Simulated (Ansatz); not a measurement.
**Se: what symmetry allows forces and stress to be**

```xyz
3
Lattice="4.0029 0.0000 0.0000 -2.0015 3.7532 0.0159 0.0000 0.0208 5.0640" Properties=species:S:1:pos:R:3 pbc="T T T"
Se    0.8197    0.0035    0.8440
Se   -0.4098    0.8887    4.2236
Se    1.5916    2.8923    2.5443
```

Theory: DFT PBEsol, scalar-relativistic, plane waves, PAW (Ansatz 0.2.0).

Plane waves to 420 eV, a k mesh through Γ of 9×9×6 on the computed 3-atom cell and Gaussian smearing (0.02 eV); no spin polarisation.

This distorted cell has space group C2, with 2 operations.

Q: Without a calculation: in which directions can each atom feel a force?

A: A force must be left unchanged by every operation that keeps its atom in place, so it lies in the space that those operations leave fixed. Atoms that the group maps onto each other feel forces of one size.
```tsv
atom	site symmetry	operations at the site	equivalent to atom	allowed force (Cartesian)
Se1	2	2	1	along (1.00, 0.00, 0.00)
Se2	1	1	2	any direction
Se3	1	1	2	any direction
```

That leaves 4 independent force components of 9, tied by 1 condition that the forces sum to zero, so 3 remain. A relaxation in this cell that keeps the symmetry moves the atoms in these directions alone.

Q: And the stress tensor?

A: It must be invariant under the point group, which leaves 4 independent components: xz, xy vanish.

Q: Do the computed values obey this?

A: Yes. Forces (eV/Å):
```
Se1  2.195  0.000  0.000
Se2 -1.098  0.629 -0.829
Se3 -1.098 -0.629  0.829
```

Stress (GPa, compression positive, xx yy zz yz xz xy): 6.51 2.02 7.63 -4.49 0.00 0.00. The program imposes the same operations on density, forces and stress, so this confirms the analysis and is no independent test of the calculation.